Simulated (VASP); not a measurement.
Wanted: the native input for a VASP 6.6.1 run.

```yaml
Task: relaxation of cell and atoms
Functional: PBE
Potentials_or_basis: VASP PAW PBE potentials, release 64 (Re)
Cutoff: 600 eV
k_mesh: 18 × 18 × 10
Occupations: gaussian, width 0.1 eV
Spin: no spin polarisation
Further_INCAR_settings: ALGO = Fast; EDIFF = 1e-07; IBRION = 2; EDIFFG = -0.004; NSW = 80; ISIF = 3
```

The structure of Re lies in POSCAR:

```
Re
1.0
    2.7608000000      0.0000000000      0.0000000000
   -1.3804000000      2.3909229300      0.0000000000
    0.0000000000      0.0000000000      4.4582000000
Re
2
Direct
    0.3333333300      0.6666666700      0.2500000000
    0.6666666700      0.3333333300      0.7500000000
```

These files were run (other wordings do the same):

INCAR

```
PREC = Accurate ; ENCUT = 600
EDIFF = 1E-7 ; ISMEAR = 0
SIGMA = 0.1 ; LREAL = F
LASPH = T ; NELM = 100
ALGO = Fast ; ISIF = 3
LWAVE = F ; LCHARG = F
GGA = PE ; IBRION = 2
NSW = 80 ; EDIFFG = -0.004
```

KPOINTS

```
regular mesh
0
Gamma
  18 18 10
```

Potentials or basis: VASP PAW PBE potentials, release 64 (Re).

Command:

```bash
$ cat potpaw_PBE.64/Re/POTCAR > POTCAR
$ mpirun -np 1 vasp_std > vasp.out
```

Results of the run:

```json
{
 "Relaxed volume": "14.93 Å³/atom",
 "Relaxed cell": "a = 2.774 Å, b = 2.774 Å, c = 4.481 Å, α = 90.00°, β = 90.00°, γ = 120.00°",
 "Space group after relaxing (to 0.05 Å)": "P6_3/mmc (No. 194)",
 "Energy gained by relaxing": "3.8 meV/atom",
 "Ionic steps": "8",
 "Pressure after relaxing": "0.0 GPa",
 "Band gap on the k mesh": "none (metal or under the smearing width)"
}
```

It took 4 min on 1 thread of Intel(R) Xeon(R) Platinum 8488C (Sapphire Rapids), with other jobs on the host, peak memory 0.23 GiB.
